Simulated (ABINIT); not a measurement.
Runs of ABINIT 10.8.3 (patched build) on FePt (Tetraferroplatinum). Symmetry: P4/mmm, No. 123, tetragonal system. The conventional cell has a = 2.724 Å, b = 2.724 Å, c = 3.720 Å, α = 90.00°, β = 90.00°, γ = 90.00°. Pt (site symmetry 4/mmm) is surrounded by 8 Fe at 2.68 Å and 4 Pt at 2.72 Å. Around Fe (site symmetry 4/mmm) lie 8 Pt at 2.68 Å and 4 Fe at 2.72 Å. 

```csv
level,potentials or basis,k mesh,cutoff (eV),fine-grid cutoff,mesh quality,gap on the mesh (eV),pressure (GPa),moment (μB)
PBE,JTH PAW PBE v2.0,6 × 6 × 4,707,1306.15 eV,coarse,none,3.0,3.29
LDA,JTH PAW LDA v2.0,8 × 8 × 6,544,1088.46 eV,not flagged,none,-,3.30
PBE,JTH PAW PBE v2.0,4 × 4 × 3,707,1306.15 eV,coarse,none,3.3,3.30
LDA,JTH PAW LDA v2.0,6 × 6 × 4,544,1088.46 eV,coarse,none,-,3.26
LDA,JTH PAW LDA v2.0,4 × 4 × 3,544,1088.46 eV,coarse,none,-,3.26
PBEsol,JTH PAW PBE v2.0,8 × 8 × 6,707,1306.15 eV,not flagged,none,-5.2,3.35
PBEsol,JTH PAW PBE v2.0,6 × 6 × 4,707,1306.15 eV,coarse,none,-5.9,3.29
PBEsol,JTH PAW PBE v2.0,4 × 4 × 3,707,1306.15 eV,coarse,none,-5.5,(a)
PBE,JTH PAW PBE v2.0,8 × 8 × 6,707,1306.15 eV,not flagged,none,(b),3.35
```

Alike in all rows: task single point; spin collinear, ferromagnetic start; cell as given; smearing fermi-dirac 0.05 eV.

Estimate the missing entries.

(a) 3.31; (b) 3.7.

Caveats: some runs use coarse meshes; the PAW data sets were made with another functional, which shifts forces and pressure a little (some runs).

A k mesh can miss the band edges, and the runs leave out spin-orbit coupling on Pt.

A gap of «none» marks a metal or a gap under the smearing width.
